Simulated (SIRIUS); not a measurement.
Runs of SIRIUS 7.12.0 on ZnO (zincite). The structure is hexagonal, space group P6_3mc (No. 186). The conventional cell has a = 3.249 Å, b = 3.249 Å, c = 5.206 Å, α = 90.00°, β = 90.00°, γ = 120.00°. Around Zn (site symmetry 3m) lie 4 O at 1.97 to 1.98 Å. Around O (site symmetry 3m) lie 4 Zn at 1.97 to 1.98 Å. 

| level | gap on the mesh (eV) | largest force (eV/Å) |
| --- | --- | --- |
| AM05 | (a) | 0.07 |
| BLYP | (b) | 0.08 |
| revPBE | 0.91 | 0.08 |
| RPBE | 0.94 | 0.08 |
| PBEsol | 0.72 | 0.06 |
| WC | 0.71 | 0.06 |
| PW91 | 0.84 | 0.07 |
| LDA | 0.75 | (c) |

Alike in all rows: task band structure; potentials or basis all-electron FP-LAPW, apw+lo standard; no spin polarisation; cell as given; k mesh 6 × 6 × 3; cutoff (eV) 331; smearing fermi-dirac 0.05 eV.

Estimate the missing entries.

(a) 0.85; (b) 0.97; (c) 0.05.

Runs at the PBE level aren't shown here.
